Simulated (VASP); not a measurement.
# BeS (F-43m) in VASP: further runs, part 2 of 2

VASP 6.6.1. Earlier steps stand in the parts before.

### 3 Relaxation of cell and atoms, PBEsol, target pressure 0.6 GPa, at which the enthalpy is minimised

This run uses another cell than the first one, of 14.09 Å³/atom, 0.988 times its volume.

INCAR reads:

```
ALGO     = Normal         # electronic algorithm
EDIFF    = 1E-7           # SCF threshold, eV
EDIFFG   = -0.005         # ionic threshold
ENCUT    = 600            # plane-wave cutoff, eV
GGA      = PS             # functional
IBRION   = 2              # ionic algorithm
ISIF     = 3              # what is computed and relaxed
ISMEAR   = 0              # smearing method
LASPH    = T              # aspherical terms in the spheres
LCHARG   = F              # write CHGCAR
LREAL    = F              # projectors in reciprocal space
LWAVE    = F              # write WAVECAR
NELM     = 80             # most SCF steps
NSW      = 90             # ionic steps
PREC     = Accurate       # precision mode
PSTRESS  = 6.0          
SIGMA    = 0.03           # smearing width, eV
```

KPOINTS reads:

```
k-points
0
Gamma
  10 10 10
```

POSCAR reads:

```
BeS                                     
1.0
    0.0000000000      2.4155665305      2.4155665305
    2.4155665305      0.0000000000      2.4155665305
    2.4155665305      2.4155665305      0.0000000000
  Be              S             
     1     1
Direct
     0.0000000000000000    0.0000000000000000    0.0000000000000000
     0.2500000000000000    0.2500000000000000    0.2500000000000000
```

Potentials or basis: VASP PAW PBE potentials, release 64 (Be, S).

The run is started by

```
> cat potpaw_PBE.64/Be/POTCAR potpaw_PBE.64/S/POTCAR > POTCAR
> mpirun -np 1 vasp_std > vasp.out
```

OUTCAR:

```text
EDIFF = 1E-7
   EDIFFG = -0.005
   ENCUT = 600
   GGA = PS
   IBRION = 2
   ISIF = 3
   ISMEAR = 0
   LASPH = T
   LREAL = F
   NELM = 80
   NSW = 90
   PREC = Accurate
   PSTRESS = 6.0

 ion  position               nearest neighbor table
   1  0.000  0.000  0.000-   2 2.09   2 2.09   2 2.09   2 2.09
   2  0.250  0.250  0.250-   1 2.09   1 2.09   1 2.09   1 2.09

  LATTYP: Found a face centered cubic cell.
 ALAT       =     4.8311330610

  Lattice vectors:

 A1 = (   0.0000000000,   2.4155665305,   2.4155665305)
 A2 = (   2.4155665305,   0.0000000000,   2.4155665305)
 A3 = (   2.4155665305,   2.4155665305,   0.0000000000)

Analysis of symmetry for initial positions (statically):
=====================================================================
 Subroutine PRICEL returns:
 Original cell was already a primitive cell.

 Routine SETGRP: Setting up the symmetry group for a
 face centered cubic supercell.

 Subroutine GETGRP returns: Found 24 space group operations
 (whereof 24 operations were pure point group operations)
 out of a pool of 48 trial point group operations.

The static configuration has the point symmetry T_d .

Analysis of symmetry for dynamics (positions and initial velocities):
=====================================================================
 Subroutine PRICEL returns:
 Original cell was already a primitive cell.

 Routine SETGRP: Setting up the symmetry group for a
 face centered cubic supercell.

 Subroutine GETGRP returns: Found 24 space group operations
 (whereof 24 operations were pure point group operations)
 out of a pool of 48 trial point group operations.

The dynamic configuration has the point symmetry T_d .

 Subroutine INISYM returns: Found 24 space group operations
 (whereof 24 operations are pure point group operations),
 and found     1 'primitive' translations

----------------------------------------------------------------------------------------

                                     Primitive cell

  volume of cell :      28.1895

  direct lattice vectors                    reciprocal lattice vectors
     0.000000000  2.415566531  2.415566531    -0.206990780  0.206990780  0.206990780
     2.415566531  0.000000000  2.415566531     0.206990780 -0.206990780  0.206990780
     2.415566531  2.415566531  0.000000000     0.206990780  0.206990780 -0.206990780

  length of vectors
     3.416126948  3.416126948  3.416126948     0.358518547  0.358518547  0.358518547

  position of ions in fractional coordinates (direct lattice)
     0.000000000  0.000000000  0.000000000
     0.250000000  0.250000000  0.250000000

  ion indices of the primitive-cell ions
   primitive index   ion index
                 1           1
                 2           2

----------------------------------------------------------------------------------------

 KPOINTS: k-points

Automatic generation of k-mesh.
 Grid dimensions read from file:
 generate k-points for:   10   10   10

 Generating k-lattice:

  Cartesian coordinates                     Fractional coordinates (reciprocal lattice)
    -0.020699078  0.020699078  0.020699078     0.100000000  0.000000000  0.000000000
     0.020699078 -0.020699078  0.020699078     0.000000000  0.100000000  0.000000000
     0.020699078  0.020699078 -0.020699078     0.000000000  0.000000000  0.100000000

  Length of vectors
     0.035851855  0.035851855  0.035851855

  Shift w.r.t. Gamma in fractional coordinates (k-lattice)
     0.000000000  0.000000000  0.000000000

 Subroutine IBZKPT returns following result:
 ===========================================

 Found     47 irreducible k-points:

 Following reciprocal coordinates:
            Coordinates               Weight
  0.000000  0.000000  0.000000      1.000000
  0.100000  0.000000  0.000000      8.000000
  0.200000  0.000000  0.000000      8.000000
  0.300000  0.000000  0.000000      8.000000
  0.400000  0.000000  0.000000      8.000000
  0.500000  0.000000  0.000000      4.000000
[... 16 lines left out ...]
  0.300000  0.300000  0.000000      6.000000
  0.400000  0.300000  0.000000     24.000000
 [... further k-points ...]
   k-points           NKPTS =     47   k-points in BZ     NKDIM =     47   number of bands    NBANDS=      8
   number of dos      NEDOS =    301   number of ions     NIONS =      2
   total plane-waves  NPLWV =  21952
   dimension x,y,z NGX =    28 NGY =   28 NGZ =   28
   dimension x,y,z NGXF=    56 NGYF=   56 NGZF=   56
   ions per type =               1   1
   NGX,Y,Z   is equivalent  to a cutoff of  13.63, 13.63, 13.63 a.u.
   NGXF,Y,Z  is equivalent  to a cutoff of  27.25, 27.25, 27.25 a.u.
 SYSTEM =  unknown system
   PREC   = accura    normal or accurate (medium, high low for compatibility)
   ISTART =      0    job   : 0-new  1-cont  2-samecut
   ICHARG =      2    charge: 1-file 2-atom 10-const
   ISPIN  =      1    spin polarized calculation?
   LNONCOLLINEAR =      F non collinear calculations
   LSORBIT =      F    spin-orbit coupling
   LASPH  =      T    aspherical Exc in radial PAW
   ENCUT  =  600.0 eV  44.10 Ry    6.64 a.u.   6.82  6.82  6.82*2*pi/ulx,y,z
   NELM   =     80;   NELMIN=  2; NELMDL= -5     # of ELM steps
   EDIFF  = 0.1E-06   stopping-criterion for ELM
   LREAL  =      F    real-space projection
   EDIFFG = -.5E-02   stopping-criterion for IOM
   NSW    =     90    number of steps for IOM
   IBRION =      2    ionic relax: 0-MD 1-quasi-New 2-CG
   NFREE  =      1    steps in history (QN), initial steepest desc. (CG)
   ISIF   =      3    stress and relaxation
   ISYM   =      2    0-nonsym 1-usesym 2-fastsym
   POTIM  = 0.5000    time-step for ionic-motion
   TEBEG  =    0.0;   TEEND  =   0.0 temperature during run
   PSTRESS=    6.0 pullay stress
   NELECT =       8.0000    total number of electrons
   NUPDOWN=      -1.0000    fix difference up-down
   EMIN   =  10.00;   EMAX   =-10.00  energy-range for DOS
   EFERMI =   0.00;   METHOD = LEGACY
   ISMEAR =     0;   SIGMA  =   0.03  broadening in eV -4-tet -1-fermi 0-gaus
   EFERMI_NEDOS =   21; number of points for ismear=-14 and -15
   IALGO  =     38    algorithm
   IMIX   =      4    mixing-type and parameters
     AMIX     =   0.40;   BMIX     =  1.00
     AMIX_MAG =   1.60;   BMIX_MAG =  1.00
  volume/ion in A,a.u.               =      14.09        95.12
  Fermi-wavevector in a.u.,A,eV,Ry     =   1.075827  2.033018 15.747438  1.157404
  Thomas-Fermi vector in A             =   2.211695
   LORBIT       =      0    0 simple, 1 ext, 2 COOP (PROOUT), +10 PAW based schemes
   GGA     = PS    functional components
   LHFCALC =     F    Hartree Fock is set to
   AEXX    =    0.0000 exact exchange contribution
   IVDW    =     0    specifies the selected vdW correction
   LEPSILON=     F    determine dielectric tensor
   LRPA    =     F    only Hartree local field effects (RPA)
 conjugate gradient relaxation of ions
 non-spin polarized calculation
 Gauss-broadening in eV      SIGMA  =   0.03
  energy-cutoff  :      600.00
  volume of cell :       28.19
 maximum number of plane-waves:       960
   NGX = 13   NGY = 13   NGZ = 13

 number of electron       8.0000000 magnetization

 Free energy of the ion-electron system (eV)
  ---------------------------------------------------
  ext. energy  EPLUGINS =         0.00000000
  ---------------------------------------------------
  free energy    TOTEN  =       -10.56426770 eV

  energy without entropy =      -10.56426770  energy(sigma->0) =      -10.56426770

 E-fermi :   4.4760     XC(G=0):  -9.9489

 val. band max:        4.2659812974   @ k =   0.0000   0.0000   0.0000
 cond. band min:       7.1675876149   @ k =   0.5000   0.5000   0.0000
 fundamental gap:      2.9016063174
 Fermi energy:         4.4759826532

 k-point     1 :       0.0000    0.0000    0.0000
  band No.  band energies     occupation
      1      -9.5312      2.00000
      2       4.2660      2.00000
      3       4.2660      2.00000
      4       4.2660      2.00000
      5       9.8703      0.00000
      6       9.8703      0.00000
      7       9.8703      0.00000
      8      10.0707      0.00000
[... 243 lines left out ...]
 k-point    24 :       0.4000    0.3000    0.0000
  band No.  band energies     occupation
      1      -7.8861      2.00000
      2       0.0153      2.00000
      3       1.7442      2.00000
      4       2.0139      2.00000
      5       8.1675      0.00000
      6      10.0016      0.00000
      7      14.4296      0.00000
      8      14.5470      0.00000

 [... further k-points ...]
[... 5 lines left out ...]
  --------------------------------------------------------------------------------------
  -------------------------------------------------------------------------------------
  Total        0.1054477      0.1054477      0.1054477     -0.0000000      0.0000000      0.0000000
  in kB        5.9932287      5.9932287      5.9932287     -0.0000000      0.0000000      0.0000000
  external PRESSURE =      -0.0067713 kB  Pullay stress =       6.0000000 kB

 VOLUME and BASIS-vectors are now :
 -----------------------------------------------------------------------------
  energy-cutoff  :      600.00
  volume of cell :       28.19
      direct lattice vectors                 reciprocal lattice vectors
     0.000000000  2.415566531  2.415566531    -0.206990780  0.206990780  0.206990780
     2.415566531  0.000000000  2.415566531     0.206990780 -0.206990780  0.206990780
     2.415566531  2.415566531  0.000000000     0.206990780  0.206990780 -0.206990780

 POSITION                                       TOTAL-FORCE (eV/Angst)
 -----------------------------------------------------------------------------------
      0.00000      0.00000      0.00000        -0.000000     -0.000000     -0.000000
      1.20778      1.20778      1.20778         0.000000      0.000000      0.000000
 -----------------------------------------------------------------------------------
    total drift:                                0.000000      0.000000      0.000000

  FREE ENERGIE OF THE ION-ELECTRON SYSTEM (eV)
  ---------------------------------------------------
  free  energy   TOTEN  =       -10.5642676962 eV

  energy  without entropy=      -10.5642676962  energy(sigma->0) =      -10.56426770

  enthalpy is  TOTEN    =       -10.4587008191 eV   P V=        0.1055668770

 reached required accuracy - stopping structural energy minimisation
```

Run time: 6.1 s. Hardware: 1 thread of Intel Xeon 6975P-C (Granite Rapids), shared host; peak memory 0.15 GiB.

Results:

| Property | Result |
| --- | --- |
| Free energy | -10.5643 eV |
| Pressure after relaxing | 0.6 GPa |
| Band gap on the k mesh | 2.90 eV, indirect (least direct gap 5.60 eV) |

Final structure:
```
Be S
1.0
     0.00000    2.41557    2.41557
     2.41557    0.00000    2.41557
     2.41557    2.41557    0.00000
Be S
1 1
Direct
  0.00000 0.00000 0.00000
  0.25000 0.25000 0.25000
```

Caveat: the relaxation stopped at its first step, so nothing moved; the cell is relaxed towards a set pressure, so the enthalpy falls and the energy may rise; the PAW data sets were made with another functional, which shifts forces and pressure a little. A k mesh can miss the band edges.
